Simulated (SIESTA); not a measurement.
Crystal: Ge.

```
Ge
1.0
     0.00000    2.82891    2.82891
     2.82891    0.00000    2.82891
     2.82891    2.82891    0.00000
Ge
2
Direct
  0.75000 0.75000 0.75000
  0.50000 0.50000 0.50000
```

Program: SIESTA 5.4.2. Alike in all runs: task band structure; no spin polarisation; cell as given; k mesh 8 × 8 × 8; smearing fermi-dirac 0.05 eV; grid cutoff 800 Ry.

Order these runs on this cell by their pressure, lowest first.
A. level PBE; potentials or basis PseudoDojo 0.4 standard (PBE files), TZDP (energy shift 0.01 Ry); energy shift 0.01 Ry
B. level AM05; potentials or basis PseudoDojo 0.4 standard (PBEsol files), DZP (energy shift 0.003 Ry; two zetas on semicore shells); energy shift 0.003 Ry
C. level BLYP; potentials or basis PseudoDojo 0.4 standard (PBE files), DZP (energy shift 0.003 Ry; two zetas on semicore shells); energy shift 0.003 Ry

B (1.9 GPa), A (5.6 GPa), C (7.9 GPa).

Caveats: the basis of atomic orbitals isn't converged, which shifts pressures, moduli and gaps; the potentials were made for another functional, which shifts forces and pressure (some runs); semicore shells carry a single zeta, which can move pressures by several GPa and volumes by a few percent (some runs).
